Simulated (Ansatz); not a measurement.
# SrO: single point with PBE

The system is SrO.

```xyz
2
Lattice="0.0000 2.5663 2.5663 2.5663 0.0000 2.5663 2.5663 2.5663 0.0000" Properties=species:S:1:pos:R:3 pbc="T T T"
Sr    2.5663    2.5663    2.5663
O     0.0000    0.0000    0.0000
```

```
Program             : Ansatz 0.2.0
Task                : single point
Functional          : PBE
Potentials or basis : Ansatz PAW
Cutoff              : 420 eV (not typed: the program's choice for these potentials)
k mesh              : 9 × 9 × 9
Occupations         : gaussian, width 0.015 eV
Spin                : no spin polarisation
```

- Pressure: 3.3 GPa
- Band gap on the k mesh: 3.37 eV, indirect (least direct gap 3.45 eV)

Levels at points of the mesh, in eV from the valence-band top:
```csv
k point,band 6,band 7,band 8,band 9,band 10,band 11
"(0.00, 0.00, 0.00)",0.00,0.00,0.00,4.05,6.27,6.27
```

Wall time 0.46 s on 2 threads of Arm Neoverse V2 (shared host), peak memory 0.27 GiB.

Caveat: odd divisions of the mesh miss points on the zone boundary, where band edges often lie, so the gap on the mesh can be too wide; the pressure holds a Pulay correction of +0.4 GPa for the finite cutoff. A k mesh can miss the band edges.
